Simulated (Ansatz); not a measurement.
## TiTe2, before and after

A trial structure of TiTe2 was built thus: random cell by space group and Wyckoff sites (P-6m2, No. 187). The dimensions are guesses.

start.cif

```cif
data_structure
_symmetry_space_group_name_H-M 'P-6m2'
_symmetry_Int_Tables_number 187
_cell_length_a 5.4805
_cell_length_b 5.4805
_cell_length_c 6.5686
_cell_angle_alpha 90.000
_cell_angle_beta 90.000
_cell_angle_gamma 120.000
_cell_volume 170.86
loop_
_atom_site_label
_atom_site_type_symbol
_atom_site_symmetry_multiplicity
_atom_site_Wyckoff_symbol
_atom_site_fract_x
_atom_site_fract_y
_atom_site_fract_z
_atom_site_occupancy
Ti1 Ti 2 g 0.00000 0.00000 0.28834 1
Te1 Te 1 e 0.66667 0.33333 0.00000 1
Te2 Te 2 i 0.66667 0.33333 0.31507 1
Te3 Te 1 a 0.00000 0.00000 0.00000 1
```

The calculation used DFT PBE, scalar-relativistic, plane waves, PAW (Ansatz 0.2.0). Cutoff 420 eV, Gaussian smearing, Γ-centred meshes. Cell and atoms relax first on a coarse mesh and then on a finer one. In between, the cell is made exact in the group found at 0.06 Å. In metals the finer mesh still leaves noise of several meV/atom or more. The steps can't lower the symmetry of their start. Collinear spin is switched on along the way, since trial moments persisted in a coarse test.

end.cif

```cif
data_structure
_symmetry_space_group_name_H-M 'P-6m2'
_symmetry_Int_Tables_number 187
_cell_length_a 4.9719
_cell_length_b 4.9719
_cell_length_c 9.3644
_cell_angle_alpha 90.000
_cell_angle_beta 90.000
_cell_angle_gamma 120.000
_cell_volume 200.47
loop_
_atom_site_label
_atom_site_type_symbol
_atom_site_symmetry_multiplicity
_atom_site_Wyckoff_symbol
_atom_site_fract_x
_atom_site_fract_y
_atom_site_fract_z
_atom_site_occupancy
Ti1 Ti 2 g 0.00000 0.00000 0.37148 1
Te1 Te 1 e 0.66667 0.33333 0.00000 1
Te2 Te 2 i 0.66667 0.33333 0.32320 1
Te3 Te 1 a 0.00000 0.00000 0.00000 1
```

The symmetry stays P-6m2 (No. 187). The volume per atom grows by 17.3 %, from 28.5 to 33.4 Å³. The shortest distance goes from 1.89 Å (Ti–Te) to 2.41 Å (Ti–Ti). The ratio c/a of the conventional cell changes by a factor of 1.57. The energy falls by about 4.7 eV/atom (the start's value is from the coarse mesh).

```
Volume per atom                            : 33.41 Å³
Density                                    : 5.02 g/cm³
Energy over the elements                   : +0.25 eV/atom
Gap on the 12×12×4 mesh of the 6-atom cell : 0 eV (a metal)
Net moment per atom                        : 0.39 μB
Moment by site                             : Ti 0.8 (×2) μB
```

The zero of energy is the elements' standard structures at the same level; no fitted shifts are applied. It can't be a ground state, since the elements alone are lower.

The last run used collinear spin and Gaussian smearing of 0.10 eV. These runs have no spin–orbit coupling, which can matter for Te. The reference form of Te is held partly by dispersion forces, which this level lacks. Another magnetic order may lie lower. A structure relaxed within its symmetry needn't be a true minimum. In all, the 4 runs took 13 min on 1 thread of Intel(R) Xeon(R) 6975P-C (Granite Rapids), on a shared host. Another cell of TiTe2 relaxed alike but without spin, in P-3m1 (a cell as deposited in COD), lies 0.96 eV/atom lower, so this cell isn't the stable form at this level. Site moments count only spheres around the atoms; the net moment includes the space between them.
